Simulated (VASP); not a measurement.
# In8Sb3As5 (R3m) in VASP: a series of runs

One crystal, In8Sb3As5, is run at these levels: PBEsol; tasks: relaxation of cell and atoms.

Everything below comes from runs of VASP 6.6.1. Logs are shortened: lines on timing, memory, paths and dates and some standing lists are left out, and cuts for length are marked.

### 1 Starting point

Symmetry: R3m, No. 160, trigonal system. Conventional cell: a = 8.700 Å, b = 8.700 Å, c = 21.310 Å, α = 90.00°, β = 90.00°, γ = 120.00°. Around In (site symmetry m) lie 2 Sb at 2.66 Å and 2 As at 2.66 Å. Around In (site symmetry 3m) lie 3 Sb at 2.66 Å and 1 As at 2.66 Å. In (site symmetry m) is surrounded by 1 Sb at 2.66 Å and 3 As at 2.66 Å. In (site symmetry 3m) has 4 As at 2.66 Å as nearest neighbours. Sb (site symmetry m) is surrounded by 4 In at 2.66 Å. As (site symmetry 3m) is surrounded by 4 In at 2.66 Å. As (site symmetry 3m) is surrounded by 4 In at 2.66 Å. As (site symmetry m) is surrounded by 4 In at 2.66 Å.

The cell was built by a generator and needn't be a form met in nature.

### 2 Relaxation of cell and atoms, PBEsol

INCAR

```
ALGO = Normal
EDIFF = 1E-6
EDIFFG = -0.01
ENCUT = 600
GGA = PS
IBRION = 2
ISIF = 3
ISMEAR = 0
KPAR = 4
LASPH = True
LCHARG = False
LREAL = False
LWAVE = False
NELM = 80
NSW = 90
PREC = Accurate
SIGMA = 0.03
```

KPOINTS

```
k-points
0
Gamma
  6 6 5
```

POSCAR

```
In8Sb3As5
1.0
   -6.1517198900      0.0000000000      6.1517198900
   -6.1517198900     -6.1517198900      0.0000000000
    0.0000000000     -6.1517198900      6.1517198900
In Sb As
8 3 5
Direct
    0.0000000000      0.5000000000      0.0000000000
    0.0000000000      0.0000000000      0.0000000000
    0.0000000000      0.5000000000      0.5000000000
    0.0000000000      0.0000000000      0.5000000000
    0.5000000000      0.5000000000      0.0000000000
    0.5000000000      0.0000000000      0.0000000000
    0.5000000000      0.5000000000      0.5000000000
    0.5000000000      0.0000000000      0.5000000000
    0.1250000000      0.1250000000      0.1250000000
    0.1250000000      0.6250000000      0.1250000000
    0.1250000000      0.1250000000      0.6250000000
    0.1250000000      0.6250000000      0.6250000000
    0.6250000000      0.1250000000      0.1250000000
    0.6250000000      0.6250000000      0.1250000000
    0.6250000000      0.1250000000      0.6250000000
    0.6250000000      0.6250000000      0.6250000000
```

Potentials or basis: VASP PAW PBE potentials, release 64 (In_d, Sb, As).

Command:

```console
$ cat potpaw_PBE.64/In_d/POTCAR potpaw_PBE.64/Sb/POTCAR potpaw_PBE.64/As/POTCAR > POTCAR
$ mpirun -np 4 vasp_std > vasp.out
```

OUTCAR:

```text
EDIFF = 1E-6
   EDIFFG = -0.01
   ENCUT = 600
   GGA = PS
   IBRION = 2
   ISIF = 3
   ISMEAR = 0
   LASPH = True
   LREAL = False
   NELM = 80
   NSW = 90
   PREC = Accurate

 ion  position               nearest neighbor table
   1  0.000  0.500  0.000-   9 2.66  10 2.66  12 2.66  14 2.66
   2  0.000  0.000  0.000-   9 2.66  10 2.66  11 2.66  13 2.66
   3  0.000  0.500  0.500-  10 2.66  11 2.66  12 2.66  16 2.66
   4  0.000  0.000  0.500-   9 2.66  11 2.66  12 2.66  15 2.66
   5  0.500  0.500  0.000-  10 2.66  13 2.66  14 2.66  16 2.66
   6  0.500  0.000  0.000-   9 2.66  13 2.66  14 2.66  15 2.66
[... 8 lines left out ...]
  15  0.625  0.125  0.625-   4 2.66   6 2.66   7 2.66   8 2.66
  16  0.625  0.625  0.625-   3 2.66   5 2.66   7 2.66   8 2.66

  LATTYP: Found a face centered cubic cell.
 ALAT       =    12.3034397800

  Lattice vectors:

 A1 = (  -6.1517198900,   0.0000000000,   6.1517198900)
 A2 = (  -6.1517198900,  -6.1517198900,   0.0000000000)
 A3 = (   0.0000000000,  -6.1517198900,   6.1517198900)

Analysis of symmetry for initial positions (statically):
=====================================================================
 Subroutine PRICEL returns:
 Original cell was already a primitive cell.

 Routine SETGRP: Setting up the symmetry group for a
 face centered cubic supercell.

 Subroutine GETGRP returns: Found  6 space group operations
 (whereof  6 operations were pure point group operations)
 out of a pool of 48 trial point group operations.

The static configuration has the point symmetry C_3v.

Analysis of symmetry for dynamics (positions and initial velocities):
=====================================================================
 Subroutine PRICEL returns:
 Original cell was already a primitive cell.

 Routine SETGRP: Setting up the symmetry group for a
 face centered cubic supercell.

 Subroutine GETGRP returns: Found  6 space group operations
 (whereof  6 operations were pure point group operations)
 out of a pool of 48 trial point group operations.

The dynamic configuration has the point symmetry C_3v.

 Subroutine INISYM returns: Found  6 space group operations
 (whereof  6 operations are pure point group operations),
 and found     1 'primitive' translations

----------------------------------------------------------------------------------------

                                     Primitive cell

  volume of cell :     465.6072

  direct lattice vectors                    reciprocal lattice vectors
    -6.151719890  0.000000000  6.151719890    -0.081278083  0.081278083  0.081278083
    -6.151719890 -6.151719890  0.000000000    -0.081278083 -0.081278083 -0.081278083
     0.000000000 -6.151719890  6.151719890     0.081278083 -0.081278083  0.081278083

  length of vectors
     8.699845700  8.699845700  8.699845700     0.140777769  0.140777769  0.140777769

  position of ions in fractional coordinates (direct lattice)
     0.000000000  0.500000000  0.000000000
     0.000000000  0.000000000  0.000000000
     0.000000000  0.500000000  0.500000000
     0.000000000  0.000000000  0.500000000
     0.500000000  0.500000000  0.000000000
     0.500000000  0.000000000  0.000000000
[... 8 lines left out ...]
     0.625000000  0.125000000  0.625000000
     0.625000000  0.625000000  0.625000000

  ion indices of the primitive-cell ions
   primitive index   ion index
                 1           1
                 2           2
                 3           3
                 4           4
                 5           5
                 6           6
[... 8 lines left out ...]
                15          15
                16          16

----------------------------------------------------------------------------------------

 KPOINTS: k-points

Automatic generation of k-mesh.
 Grid dimensions read from file:
 generate k-points for:    6    6    5

 Generating k-lattice:

  Cartesian coordinates                     Fractional coordinates (reciprocal lattice)
    -0.013546347  0.013546347  0.013546347     0.166666667  0.000000000  0.000000000
    -0.013546347 -0.013546347 -0.013546347     0.000000000  0.166666667  0.000000000
     0.016255617 -0.016255617  0.016255617     0.000000000  0.000000000  0.200000000
[... 62 lines left out ...]
   number of dos      NEDOS =    301   number of ions     NIONS =     16
   total plane-waves  NPLWV = 343000
   dimension x,y,z NGX =    70 NGY =   70 NGZ =   70
   dimension x,y,z NGXF=   140 NGYF=  140 NGZF=  140
   ions per type =               8   3   5
   NGX,Y,Z   is equivalent  to a cutoff of  13.38, 13.38, 13.38 a.u.
   NGXF,Y,Z  is equivalent  to a cutoff of  26.75, 26.75, 26.75 a.u.
 SYSTEM =  unknown system
   PREC   = accura    normal or accurate (medium, high low for compatibility)
   ISTART =      0    job   : 0-new  1-cont  2-samecut
   ICHARG =      2    charge: 1-file 2-atom 10-const
   ISPIN  =      1    spin polarized calculation?
   LNONCOLLINEAR =      F non collinear calculations
   LSORBIT =      F    spin-orbit coupling
   LASPH  =      T    aspherical Exc in radial PAW
   ENCUT  =  600.0 eV  44.10 Ry    6.64 a.u.  17.38 17.38 17.38*2*pi/ulx,y,z
   NELM   =     80;   NELMIN=  2; NELMDL= -5     # of ELM steps
   EDIFF  = 0.1E-05   stopping-criterion for ELM
   LREAL  =      F    real-space projection
   EDIFFG = -.1E-01   stopping-criterion for IOM
   NSW    =     90    number of steps for IOM
   IBRION =      2    ionic relax: 0-MD 1-quasi-New 2-CG
   NFREE  =      1    steps in history (QN), initial steepest desc. (CG)
   ISIF   =      3    stress and relaxation
   ISYM   =      2    0-nonsym 1-usesym 2-fastsym
   POTIM  = 0.5000    time-step for ionic-motion
   TEBEG  =    0.0;   TEEND  =   0.0 temperature during run
   PSTRESS=    0.0 pullay stress
   NELECT =     144.0000    total number of electrons
   NUPDOWN=      -1.0000    fix difference up-down
   EMIN   =  10.00;   EMAX   =-10.00  energy-range for DOS
   EFERMI =   0.00;   METHOD = LEGACY
   ISMEAR =     0;   SIGMA  =   0.03  broadening in eV -4-tet -1-fermi 0-gaus
   EFERMI_NEDOS =   21; number of points for ismear=-14 and -15
   IALGO  =     38    algorithm
   IMIX   =      4    mixing-type and parameters
     AMIX     =   0.40;   BMIX     =  1.00
     AMIX_MAG =   1.60;   BMIX_MAG =  1.00
  volume/ion in A,a.u.               =      29.10       196.38
  Fermi-wavevector in a.u.,A,eV,Ry     =   1.107106  2.092127 16.676432  1.225683
  Thomas-Fermi vector in A             =   2.243616
   LORBIT       =      0    0 simple, 1 ext, 2 COOP (PROOUT), +10 PAW based schemes
   GGA     = PS    functional components
   LHFCALC =     F    Hartree Fock is set to
   AEXX    =    0.0000 exact exchange contribution
   IVDW    =     0    specifies the selected vdW correction
   LEPSILON=     F    determine dielectric tensor
   LRPA    =     F    only Hartree local field effects (RPA)
 conjugate gradient relaxation of ions
 non-spin polarized calculation
 Gauss-broadening in eV      SIGMA  =   0.03
  energy-cutoff  :      600.00
  volume of cell :      465.61
 maximum number of plane-waves:     15593
 NGX is ok and might be reduce to    70
   NGX = 35   NGY = 35   NGZ = 35

--------------------------------------- Ionic step        1  -------------------------------------------

 number of electron     144.0000031 magnetization

 Free energy of the ion-electron system (eV)
  ---------------------------------------------------
  ext. energy  EPLUGINS =         0.00000000
  ---------------------------------------------------
  free energy    TOTEN  =       -64.52648641 eV

  energy without entropy =      -64.52625810  energy(sigma->0) =      -64.52637226

 E-fermi :   4.9647     XC(G=0):  -9.2467

 val. band max:        4.9620274775   @ k =   0.0000   0.0000   0.0000
 cond. band min:       5.3999478392   @ k =   0.0000   0.0000   0.0000
 fundamental gap:      0.4379203617
 Fermi energy:         4.9647287616

 k-point     1 :       0.0000    0.0000    0.0000
  band No.  band energies     occupation
      1      -9.7780      2.00000
      2      -9.7780      2.00000
      3      -9.7274      2.00000
      4      -9.6589      2.00000
      5      -9.6570      2.00000
      6      -9.6440      2.00000
[... 2077 lines left out ...]
     83       8.5802      0.00000
     84       8.6322      0.00000

 [... further k-points ...]

 [bands above 84 left out]

------------------------ aborting loop because EDIFF is reached ----------------------------------------

  FORCE on cell =-STRESS in cart. coord.  units (eV):
  Direction    XX          YY          ZZ          XY          YZ          ZX
  --------------------------------------------------------------------------------------
  -------------------------------------------------------------------------------------
  Total        9.4833934      9.4833934      9.4833934      0.0767264     -0.0767264      0.0767264
  in kB       32.6328269     32.6328269     32.6328269      0.2640195     -0.2640195      0.2640195
  external PRESSURE =      32.6328269 kB  Pullay stress =       0.0000000 kB
[... 131 lines left out ...]
  FREE ENERGIE OF THE ION-ELECTRON SYSTEM (eV)
  ---------------------------------------------------
  free  energy   TOTEN  =       -65.0432901532 eV

  energy  without entropy=      -65.0430983857  energy(sigma->0) =      -65.04319427

[... ionic steps 4 to 7 ...]

--------------------------------------- Ionic step        8  -------------------------------------------

 number of electron     144.0000006 magnetization

------------------------ aborting loop because EDIFF is reached ----------------------------------------
[... 95 lines left out ...]
--------------------------------------- Ionic step       10  -------------------------------------------

 number of electron     144.0000006 magnetization

 Free energy of the ion-electron system (eV)
  ---------------------------------------------------
  ext. energy  EPLUGINS =         0.00000000
  ---------------------------------------------------
  free energy    TOTEN  =       -65.17711776 eV

  energy without entropy =      -65.17692939  energy(sigma->0) =      -65.17702358

 E-fermi :   4.5716     XC(G=0):  -9.0325

 val. band max:        4.5716309591   @ k =   0.0000   0.0000   0.0000
 cond. band min:       4.7219482938   @ k =   0.1667   0.0000   0.0000
 fundamental gap:      0.1503173347
 Fermi energy:         4.5716396041

 k-point     1 :       0.0000    0.0000    0.0000
  band No.  band energies     occupation
      1     -10.1696      2.00000
      2     -10.1696      2.00000
      3     -10.1568      2.00000
      4     -10.1003      2.00000
      5     -10.0567      2.00000
      6     -10.0413      2.00000
[... 2077 lines left out ...]
     83       8.0612      0.00000
     84       8.0789      0.00000

 [... further k-points ...]

 [bands above 84 left out]

------------------------ aborting loop because EDIFF is reached ----------------------------------------

  FORCE on cell =-STRESS in cart. coord.  units (eV):
  Direction    XX          YY          ZZ          XY          YZ          ZX
  --------------------------------------------------------------------------------------
  -------------------------------------------------------------------------------------
  Total        0.0254096      0.0254096      0.0254096     -0.0036815      0.0036815     -0.0036815
  in kB        0.0831571      0.0831571      0.0831571     -0.0120485      0.0120485     -0.0120485
  external PRESSURE =       0.0831571 kB  Pullay stress =       0.0000000 kB
[... 31 lines left out ...]
  FREE ENERGIE OF THE ION-ELECTRON SYSTEM (eV)
  ---------------------------------------------------
  free  energy   TOTEN  =       -65.1771177648 eV

  energy  without entropy=      -65.1769293927  energy(sigma->0) =      -65.17702358

 reached required accuracy - stopping structural energy minimisation
```

It took 2.9 h on 4 MPI ranks of Intel Xeon Platinum 8488C (Sapphire Rapids), shared host; peak memory 3.2 GiB.

Results:

- Free energy: -65.1771 eV
- Relaxed volume: 30.60 Å³/atom
- Relaxed cell: a = 8.849 Å, b = 8.844 Å, c = 8.844 Å, α = 60.00°, β = 60.02°, γ = 60.02°
- Space group after relaxing (to 0.05 Å): R3m (No. 160)
- Energy gained by relaxing: 40.7 meV/atom
- Ionic steps: 10
- Pressure after relaxing: 0.0 GPa
- Largest force after relaxing: 0.008 eV/Å
- Band gap on the k mesh: none (metal or under the smearing width)

Forces in eV/Å, atoms in the order of the input:
```
In   0.001 -0.001  0.004
In   0.002 -0.002 -0.002
In   0.001  0.004 -0.001
In  -0.004 -0.001 -0.001
In   0.001 -0.005 -0.005
In   0.005 -0.001 -0.005
In  -0.004  0.004  0.004
In   0.005 -0.005 -0.001
Sb   0.002  0.003 -0.002
Sb  -0.003 -0.002 -0.002
Sb   0.002 -0.002  0.003
As  -0.004  0.004  0.004
As  -0.001  0.001  0.001
As  -0.001  0.001  0.002
As  -0.002  0.001  0.001
As  -0.001  0.002  0.001
```

The path:
```csv
step,energy change (eV),largest force (eV/Å),pressure (GPa),volume (Å³)
1,0.0000,1.2972,3.26,465.61
2,-0.4969,0.4479,-1.48,506.70
3,-0.5168,0.5746,-0.80,499.35
4,-0.6207,0.2564,-0.30,493.31
5,-0.6438,0.1877,0.12,488.85
6,-0.6490,0.0734,-0.03,490.06
7,-0.6492,0.0689,-0.07,490.39
8,-0.6506,0.0191,-0.01,489.68
9,-0.6506,0.0137,0.00,489.61
10,-0.6506,0.0076,0.01,489.56
```

Final structure:
```cif
data_structure
_symmetry_space_group_name_H-M 'P 1'
_symmetry_Int_Tables_number 1
_cell_length_a 8.8486
_cell_length_b 8.8445
_cell_length_c 8.8445
_cell_angle_alpha 60.000
_cell_angle_beta 60.015
_cell_angle_gamma 60.015
_cell_volume 489.56
loop_
_atom_site_label
_atom_site_type_symbol
_atom_site_fract_x
_atom_site_fract_y
_atom_site_fract_z
_atom_site_occupancy
In1 In 0.99021 0.50931 0.99117 1
In2 In 0.98588 0.00471 0.00471 1
In3 In 0.99021 0.50931 0.50931 1
In4 In 0.99021 0.99117 0.50931 1
In5 In 0.51366 0.49624 0.99505 1
In6 In 0.51366 0.99505 0.99505 1
In7 In 0.50116 0.49961 0.49961 1
In8 In 0.51366 0.99505 0.49624 1
Sb1 Sb 0.12638 0.12507 0.12507 1
Sb2 Sb 0.12638 0.62348 0.12507 1
Sb3 Sb 0.12638 0.12507 0.62348 1
As1 As 0.12599 0.62467 0.62467 1
As2 As 0.62314 0.12562 0.12562 1
As3 As 0.62436 0.62514 0.12537 1
As4 As 0.62436 0.12537 0.62514 1
As5 As 0.62436 0.62514 0.62514 1
```

Levels at points of the mesh, in eV from the Fermi level:
| k point | band 69 | band 70 | band 71 | band 72 | band 73 | band 74 | band 75 | band 76 |
| --- | --- | --- | --- | --- | --- | --- | --- | --- |
| (0.00, 0.00, 0.00) | -0.98 | -0.82 | -0.16 | 0.00 | 0.00 | 0.23 | 0.54 | 0.54 |
| (0.50, 0.00, 0.00) | -1.03 | -1.03 | -0.35 | -0.35 | 0.37 | 1.20 | 1.60 | 1.60 |
| (0.00, 0.50, 0.00) | -0.78 | -0.78 | -0.63 | -0.49 | 0.59 | 0.86 | 1.70 | 1.73 |
| (0.50, 0.50, 0.00) | -1.19 | -1.19 | -1.08 | -0.84 | 1.68 | 1.72 | 1.79 | 1.95 |

Caveat: the PAW data sets were made with another functional, which shifts forces and pressure a little. The run has no spin-orbit coupling, so splittings on Sb are missing.

### 3 Relaxation of cell and atoms, PBEsol

This run uses another cell than the first one, of 30.60 Å³/atom, 1.051 times its volume.

INCAR: that of step 2 with these lines changed.

```diff
@@ -1,4 +1,4 @@
 ALGO = Normal
-EDIFF = 1E-6
-EDIFFG = -0.01
+EDIFF = 1E-7
+EDIFFG = -0.005
 ENCUT = 600
```

KPOINTS is that of step 2.

POSCAR

```
In8Sb3As5                               
1.0
   -6.2569330955      0.0029295313      6.2569330955
   -6.2540035642     -6.2540035642     -0.0000000000
   -0.0000000000     -6.2540035642      6.2540035642
  In              Sb              As            
     8     3     5
Direct
     0.9902140145007162    0.5093070359186005    0.9911719136620827
     0.9858774980808266    0.0047075006397245    0.0047075006397245
     0.9902140145007161    0.5093070359186005    0.5093070359186005
     0.9902140145007162    0.9911719136620827    0.5093070359186005
     0.5136582535369080    0.4962420651317905    0.9950498406656507
     0.5136582535369080    0.9950498406656507    0.9950498406656507
     0.5011647960690586    0.4996117346436472    0.4996117346436472
     0.5136582535369080    0.9950498406656507    0.4962420651317905
     0.1263756870727419    0.1250733747578333    0.1250733747578333
     0.1263756870727419    0.6234775634115913    0.1250733747578333
     0.1263756870727419    0.1250733747578333    0.6234775634115913
     0.1259937418555782    0.6246687527148072    0.6246687527148072
     0.6231378947255166    0.1256207017581611    0.1256207017581611
     0.6243607346459740    0.6251357812059953    0.1253677029420357
     0.6243607346459740    0.1253677029420357    0.6251357812059953
     0.6243607346459740    0.6251357812059953    0.6251357812059953
```

Potentials or basis: VASP PAW PBE potentials, release 64 (In_d, Sb, As).

Command:

```console
$ cat potpaw_PBE.64/In_d/POTCAR potpaw_PBE.64/Sb/POTCAR potpaw_PBE.64/As/POTCAR > POTCAR
$ mpirun -np 4 vasp_std > vasp.out
```

It took 58 min on 4 MPI ranks of Intel Xeon Platinum 8488C (Sapphire Rapids), shared host; peak memory 3.3 GiB.

It converged, with:

| Item | Value |
| --- | --- |
| Free energy | -65.1796 eV |
| Relaxed volume | 30.61 Å³/atom |
| Relaxed cell | a = 8.850 Å, b = 8.846 Å, c = 8.846 Å, α = 60.00°, β = 60.02°, γ = 60.02° |
| Space group after relaxing (to 0.05 Å) | R3m (No. 160) |
| Energy gained by relaxing | 0.0 meV/atom |
| Ionic steps | 3 |
| Pressure after relaxing | 0.0 GPa |
| Largest force after relaxing | 0.005 eV/Å |
| Band gap on the k mesh | none (metal or under the smearing width) |

Forces on the atoms (eV/Å):
```
In  -0.001  0.001  0.002
In   0.003 -0.003 -0.003
In  -0.001  0.002  0.001
In  -0.002  0.001  0.001
In   0.000 -0.003 -0.003
In   0.003  0.000 -0.003
In  -0.003  0.003  0.003
In   0.003 -0.003  0.000
Sb   0.002  0.001 -0.002
Sb  -0.001 -0.002 -0.002
Sb   0.002 -0.002  0.001
As  -0.002  0.002  0.002
As   0.001 -0.001 -0.001
As  -0.001  0.001  0.001
As  -0.001  0.001  0.001
As  -0.001  0.001  0.001
```

Final structure:
```xyz
16
Lattice="-6.2579 0.0030 6.2579 -6.2549 -6.2549 0.0000 0.0000 -6.2549 6.2549" Properties=species:S:1:pos:R:3 pbc="T T T"
In   -9.3822   -9.3824   12.3966
In   -6.1988   -0.0561    6.1988
In   -9.3822   -6.3681    9.3822
In  -12.3966   -9.3824    9.3822
In   -6.3183   -9.3266    9.4380
In   -9.4380  -12.4463    9.4380
In   -6.2615   -6.2483    6.2615
In   -9.4380   -9.3266    6.3183
Sb   -1.5730   -1.5641    1.5730
Sb   -4.6908   -4.6819    1.5730
Sb   -1.5730   -4.6819    4.6908
As   -4.6960   -7.8138    4.6960
As   -4.6853   -1.5696    4.6853
As   -7.8174   -4.6924    4.6915
As   -4.6915   -4.6924    7.8174
As   -7.8174   -7.8183    7.8174
```

Levels at points of the mesh, in eV from the Fermi level:
```csv
k point,band 70,band 71,band 72,band 73,band 74,band 75
"(0.00, 0.00, 0.00)",-0.82,-0.16,0.00,0.00,0.23,0.54
"(0.50, 0.00, 0.00)",-1.03,-0.35,-0.35,0.37,1.19,1.60
"(0.00, 0.50, 0.00)",-0.77,-0.63,-0.49,0.59,0.86,1.70
"(0.50, 0.50, 0.00)",-1.19,-1.08,-0.84,1.68,1.72,1.79
```

Caveat: the PAW data sets were made with another functional, which shifts forces and pressure a little.
